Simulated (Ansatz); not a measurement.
The system is Sb.

```
CELL_PARAMETERS angstrom
3.16000 0.00000 0.00000
0.00000 3.16000 0.00000
0.00000 0.00000 3.16000
ATOMIC_POSITIONS crystal
Sb 0.00000 0.00000 0.00000
```

This isn't the form of Sb at room conditions, which is rhombohedral.

| Quantity | Value |
| --- | --- |
| Program | Ansatz 0.2.0 |
| Task | relaxation of cell and atoms |
| Functional | PBE0 |
| Potentials or basis | Ansatz PAW |
| Cutoff | 420 eV (not typed: the program's choice for these potentials) |
| k mesh | 4 × 4 × 4 |
| Occupations | fermi-dirac, width 0.05 eV |
| Spin | no spin polarisation |

At the start: volume 31.55 Å³/atom.

Question: How do energy, volume and symmetry change on relaxing?

Answer: It ends after 5 steps and the volume is 28.32 Å³/atom (-10.2 %); space group Pm-3m (No. 221, to 0.05 Å).

The path:
| step | energy change (eV) | largest force (eV/Å) | volume (Å³) |
| --- | --- | --- | --- |
| 1 | 0.0000 | 0.0000 | 31.55 |
| 2 | -0.0541 | 0.0000 | 27.16 |
| 3 | -0.0640 | 0.0000 | 28.58 |
| 4 | -0.0646 | 0.0000 | 28.32 |
| 5 | -0.0639 | 0.0000 | 28.32 |

Final structure:
```xyz
1
Lattice="3.0482 0.0000 0.0000 0.0000 3.0482 0.0000 0.0000 0.0000 3.0482" Properties=species:S:1:pos:R:3 pbc="T T T"
Sb    0.0000    0.0000    0.0000
```

Caveat: the k mesh is coarse (spacing up to 0.50 Å⁻¹), so the values aren't converged, least of all with exact exchange; the plane-wave basis is chosen anew once the cell has moved, so the energies of steps on either side of that aren't comparable; the volume moved by -10 % from the deposited cell, more than functionals usually miss; the PAW data sets come from PBE, with cores solved anew for the run's functional, which leaves a small shift of forces and pressure.
